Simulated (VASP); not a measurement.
## H6C2O: single point with PBE+D3(BJ)

Crystal: H6C2O.

```xyz
36
Lattice="7.2936 0.0000 0.0000 0.0000 7.2936 0.0000 0.0000 0.0000 7.2936" Properties=species:S:1:pos:R:3 pbc="T T T"
C     2.6933    6.3196   -0.5267
C     3.2462    4.8994   -0.9438
C     5.4862    2.4614    5.6820
C     6.8829    2.2836    6.3215
C     4.5023    5.0087    2.9205
C     3.7053    3.7100    2.7481
C     7.0194    1.4843    2.6546
C     6.8209    0.0537    2.7504
O     2.5273    4.0419   -0.1907
O     7.9269    1.9253    5.4387
O     2.2875    3.8505    2.7511
O     8.0569   -0.7421    2.9731
H     2.4090    3.1431   -0.6570
H     2.9906    4.8010   -2.0709
H     4.3763    4.9703   -0.5539
H     3.0227    6.4153    0.5616
H     3.2287    7.0685   -1.1718
H     1.5459    6.4098   -0.6697
H     8.3319    2.6647    5.0125
H     7.2394    3.2105    6.7085
H     7.0916    1.4817    7.0792
H     5.3861    1.8658    4.8257
H     4.6209    2.3409    6.4219
H     5.3713    3.5844    5.4320
H     1.9341    3.7614    1.8430
H     4.1293    3.1659    1.8774
H     3.9047    3.0307    3.6070
H     5.5762    5.1550    3.1155
H     4.4377    5.4853    1.8391
H     3.7537    5.8418    3.4303
H     7.7749   -1.6923    2.9636
H     6.0480   -0.1955    3.4250
H     6.5231   -0.3132    1.7778
H     6.1047    2.0163    2.2547
H     7.2577    2.1433    3.4534
H     7.8190    1.8361    1.9717
```

The cell was built by a generator and needn't be a form met in nature.

```json
{
 "Program": "VASP 6.6.1",
 "Task": "single point",
 "Functional": "PBE",
 "Dispersion": "D3(BJ)",
 "Potentials or basis": "VASP PAW PBE potentials, release 64 (C, O, H)",
 "Cutoff": "520 eV",
 "k mesh": "1 × 1 × 1",
 "Occupations": "fermi-dirac, width 0.05 eV",
 "Spin": "no spin polarisation",
 "Dipole correction": "no",
 "Further INCAR settings": "LREAL = Auto; ALGO = Fast; EDIFF = 1e-06; NBANDS = 64"
}
```

```yaml
Pressure: -1.1 GPa
Largest_force: 5.535 eV/Å
Band_gap_on_the_k_mesh: 4.32 eV, direct
Dispersion_energy_per_atom: -0.037 eV
```

Forces in eV/Å, atoms in the order of the input:
```
C    0.344 -0.245 -0.109
C    0.767  3.885 -1.054
C   -0.182  2.540  2.428
C    0.380 -0.811  0.569
C   -3.207  3.817 -2.406
C    1.385 -1.331  1.252
C    0.074  3.166 -1.990
C    1.645 -1.683 -1.033
O   -1.754 -4.479  0.590
O    0.500 -1.758 -0.578
O   -0.142  0.185 -0.215
O   -0.742  0.156  0.568
H    0.271  1.557  0.924
H    1.113 -0.227  1.413
H   -1.612 -0.517 -1.500
H   -0.777  0.377 -1.088
H   -0.521 -0.246  0.620
H    1.728 -0.149  0.274
H    0.329  1.336 -0.824
H   -0.291  1.121  1.178
H   -1.346  0.574 -0.015
H   -0.387 -1.021 -1.272
H    1.120 -0.387 -0.740
H    0.287 -1.599 -0.156
H    0.470  0.299 -0.111
H   -0.587  0.129 -0.036
H    0.031  0.224 -0.189
H   -0.462 -0.879  0.691
H    0.266 -0.625  1.469
H    2.111 -1.959 -0.498
H    0.463  0.799  0.020
H   -0.898 -0.370  1.301
H   -0.709  0.035 -0.688
H    0.352 -0.804 -0.006
H    0.099 -0.356  1.605
H   -0.120 -0.751 -0.397
```

Stress tensor (GPa, compression positive):
```
-3.94  1.91 -1.37
 1.91 -0.28 -0.08
-1.37 -0.08  1.02
```

Levels at points of the mesh, in eV from the valence-band top:
```csv
k point,band 37,band 38,band 39,band 40,band 41,band 42,band 43,band 44
"(0.00, 0.00, 0.00)",-0.64,-0.59,-0.54,0.00,4.32,5.28,5.73,5.99
```

Run time: 32 s on 1 thread of Intel(R) Xeon(R) 6975P-C (Granite Rapids), on a shared host, peak memory 0.38 GiB.

Expect the measured gap to be larger: semilocal functionals such as PBE lack the derivative discontinuity.
